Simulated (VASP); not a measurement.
A run of VASP 6.6.1 is set up as follows.

Contents of INCAR:

```
SYSTEM = H
  ALGO = Normal
  EDIFF = 1E-7
  ENCUT = 520
  GGA = PE
  ISIF = 2
  ISMEAR = -1
  IVDW = 12
  LASPH = .True.
  LCHARG = .False.
  LREAL = Auto
  LWAVE = .False.
  NBANDS = 26
  NELM = 80
  PREC = Accurate
  SIGMA = 0.02
```

File KPOINTS:

```
k-points
0
Gamma
  1 1 1
  0 0 0
```

Contents of POSCAR:

```
H
1.0
    6.2144650000      0.0000000000      0.0000000000
    0.0000000000      6.2144650000      0.0000000000
    0.0000000000      0.0000000000      6.2144650000
H
20
Direct
    0.5581011398      0.1694916618      0.6043319900
    0.6416320633      0.2483721447      0.6558247572
    0.8554235964      0.2830171221      0.0641084953
    0.9354626665      0.2116191820      0.0974339706
    0.4457664497      0.0519755120      0.1542208380
    0.4429665305     -0.0270176113      0.2472618319
    0.2612936110      0.4164316639      0.2299956633
    0.2815849796      0.3618332391      0.3442452407
    0.0158662089      0.7743385794      0.3350409086
    0.0149168110      0.7482864575      0.2209361546
    0.8398953088      0.5264491795      0.3622355263
    0.8443365599      0.4335691005      0.4378816197
    0.1331409864      0.5778775808      0.7883542670
    0.0824045191      0.5059647130      0.7108093778
    0.6522524465      0.6723346257      1.0384160181
    0.6161109605      0.7807751753      1.0828768044
    0.1986172583      0.9727466483      0.6591878786
    0.3100025505      0.9642503417      0.6120880880
    0.8610717093      1.0344896946      0.8127811485
    0.8073422250      0.9239894343      0.7992321141
```

Potentials or basis: VASP PAW PBE potentials, release 64 (H).

Launch:

```bash
$ cat potpaw_PBE.64/H/POTCAR > POTCAR
$ mpirun -np 1 vasp_gam > vasp.out
```

Predict the band gap on the k mesh.

8.30 eV, direct.

What does it give for the pressure?

0.9 GPa.

Estimate the largest force.

2.041 eV/Å.

What does it give for the dispersion energy per atom?

-0.019 eV.

Stress tensor (GPa, compression positive):
```
 1.10 -0.55 -0.04
-0.55  1.17  0.17
-0.04  0.17  0.57
```

As with any semilocal functional, this PBE gap is likely too small.
